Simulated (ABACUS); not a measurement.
The system is NiO.

```xyz
2
Lattice="0.0000 2.0859 2.0859 2.0859 0.0000 2.0859 2.0859 2.0859 0.0000" Properties=species:S:1:pos:R:3 pbc="T T T"
Ni    0.0000    0.0000    0.0000
O     2.0859    2.0859    2.0859
```

Base run:

| Property | Result |
| --- | --- |
| Program | ABACUS 3.10.1 |
| Functional | LDA |
| Potentials or basis | SG15 ONCV 1.2 PBE |
| Cutoff | 1361 eV |
| Density cutoff | 5442 eV |
| Basis | DZP LCAO (the cutoffs set its grid) |
| k mesh | 8 × 8 × 8 |
| Occupations | fermi-dirac, width 0.05 eV |
| Spin | collinear spin, ferromagnetic start |
| Starting moments | [1.0, 0.0] μB |

Its results: band gap on the k mesh none (metal or under the smearing width); pressure -17.3 GPa; net moment 0.58 μB per cell; site moments Ni +0.49; O +0.09 μB.

Question: The run is repeated on the same cell with these changes: functional from LDA to PBEsol. What comes out?

Answer: Band gap on the k mesh none (metal or under the smearing width); pressure -8.1 GPa; net moment 0.78 μB per cell; site moments Ni +0.68; O +0.10 μB.

PBEsol binds less tightly than LDA, so the same cell stands under more pressure.

Caveats: the atomic orbitals were generated for these runs and aren't a published set; the potentials were made for another functional, which shifts forces and pressure; the basis of atomic orbitals isn't converged, which shifts pressures, moduli and gaps; a cell with one magnetic atom can't hold antiferromagnetic order, which such compounds often take; semilocal functionals often make such compounds metallic where correlation or magnetic order opens a gap, which also shifts bond lengths.
